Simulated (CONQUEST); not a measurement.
Crystal: AlN.

```xyz
4
Lattice="3.0886 0.0000 0.0000 0.0000 3.0886 0.0000 0.0000 0.0000 4.3680" Properties=species:S:1:pos:R:3 pbc="T T T"
Al    0.0000    0.0000    0.0000
Al    1.5443    1.5443    2.1840
N     0.0000    1.5443    3.2760
N     1.5443    0.0000    1.0920
```

Measurements of this composition are mostly on another form, of space group No. 186.

Base run:

* Program: CONQUEST 1.3
* Functional: PBE
* Potentials or basis: PseudoDojo NC PBE, SZP, grid cutoff 150 Ha
* k mesh: 9 × 9 × 6
* Occupations: fermi-dirac, width 0.05 eV
* Spin: no spin polarisation

Its results: band gap on the k mesh 3.32 eV; pressure 9.7 GPa.

Q: After a change of settings the same cell gave: band gap on the k mesh 3.26 eV; pressure 7.1 GPa. Which change was it?
A. potentials or basis from PseudoDojo NC PBE, SZP, grid cutoff 150 Ha to PseudoDojo NC PBE, DZP, grid cutoff 150 Ha
B. k mesh from 9 × 9 × 6 to 6 × 6 × 5
C. k mesh from 9 × 9 × 6 to 5 × 5 × 4
D. k mesh from 9 × 9 × 6 to 7 × 7 × 5

A: A.

Caveats: an odd mesh through Γ misses points on the zone boundary, where band edges often lie; the basis of atomic orbitals isn't converged, which shifts pressures, moduli and gaps; the real-space grid breaks the cell's symmetry a little; the atomic basis is small (some runs).
